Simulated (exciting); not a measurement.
Wanted: the native input for an exciting (release sodium) run.

```yaml
Task: single point
Functional: PBE
Potentials_or_basis: all-electron LAPW+lo, shipped species files, valence relativity iora*
rgkmax: 7.5
k_mesh: 8 × 8 × 8
Occupations: gaussian, width 0.02 eV
Spin: no spin polarisation
outputlevel: high
gmaxvr_cutoff_of_density_and_potential: 14 1/bohr
lmaxapw_and_lmaxmat: 10
lmaxvr: 8
nempty: 10
Valence_relativity: iora*
epsengy: 1e-05 Ha
epspot: 1e-05 Ha
maxscl: 60
Muffin-tin_radii: S 1.9, Mg 2.0 bohr
```

MgS:

```
CELL_PARAMETERS angstrom
4.00664 0.00000 0.00000
2.00332 3.46985 0.00000
2.00332 1.15662 3.27141
ATOMIC_POSITIONS crystal
S 0.25000 0.25000 0.25000
Mg 0.00000 0.00000 0.00000
```

The cell comes from a database or a generator and needn't be the stable form of this composition.

One way to write it, as run:

input.xml

```xml
<input>
  <title>MgS</title>
  <structure speciespath="./" tshift="false">
    <crystal scale="1">
      <basevect>7.571446213950 0.000000000000 0.000000000000</basevect>
      <basevect>3.785723106975 6.557064764711 0.000000000000</basevect>
      <basevect>3.785723106975 2.185688254841 6.182059946455</basevect>
    </crystal>
    <species speciesfile="S.xml" rmt="1.9">
      <atom coord="0.250000000000 0.250000000000 0.250000000000"/>
    </species>
    <species speciesfile="Mg.xml" rmt="2">
      <atom coord="0.000000000000 0.000000000000 0.000000000000"/>
    </species>
  </structure>
  <groundstate do="fromscratch" ngridk="8 8 8" rgkmax="7.5" gmaxvr="14" lmaxapw="10" lmaxmat="10" lmaxvr="8" xctype="GGA_PBE" stype="Gaussian" swidth="0.00073499" nempty="10" ValenceRelativity="iora*" epsengy="1e-05" epspot="1e-05" maxscl="60" tforce="true" outputlevel="high"/>
</input>
```

Potentials or basis: all-electron LAPW+lo, shipped species files, valence relativity iora*.

Launch:

```sh
$ OMP_NUM_THREADS=1 exciting_smp
```

It gave:

The band gap on the k mesh is 3.45 eV, direct and the all electrons inside the program's atomic spheres are S 13.62; Mg 10.31 (radii S 1.9, Mg 2.0 bohr).

It took 100 s on 1 thread of Arm Neoverse V1, on a shared host, peak memory 0.14 GiB.
